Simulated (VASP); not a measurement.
A run of VASP 6.6.1 is set up as follows.

INCAR

```
  ALGO = Normal
  EDIFF = 1E-6
  ENCUT = 520
  GGA = PE
  ISIF = 2
  ISMEAR = 0
  ISPIN = 2
  LASPH = True
  LCHARG = True
  LELF = True
  LMAXMIX = 6
  LORBIT = 11
  LREAL = False
  LVHAR = True
  LWAVE = False
  MAGMOM = 2
  NELM = 150
  PREC = Accurate
  SIGMA = 0.02
```

KPOINTS

```
k-points
0
Gamma
  9 9 9
```

Contents of POSCAR:

```
Pr
1.0
    0.0000000000      2.5805000000      2.5805000000
    2.5805000000      0.0000000000      2.5805000000
    2.5805000000      2.5805000000      0.0000000000
Pr
1
Cartesian
    0.0000000000      0.0000000000      0.0000000000
```

Potentials or basis: VASP PAW PBE potentials, release 64 (Pr).

The run is started by

```sh
$ cat potpaw_PBE.64/Pr/POTCAR > POTCAR
$ mpirun -np 1 vasp_std > vasp.out
```

**Question.** Predict the band gap on the k mesh.

**Answer.** None (metal or under the smearing width).

**Question.** Estimate the site moments.

**Answer.** Pr +2.19 μB.

**Question.** Estimate the pressure.

**Answer.** -0.7 GPa.

**Question.** Estimate the net moment.

**Answer.** 2.68 μB per cell.

Caveat: the magnetic or orbital state may not be the lowest; spin-orbit coupling is left out, which moves the levels of the heavy elements. The state reached can hang on the start; a lower one may exist.
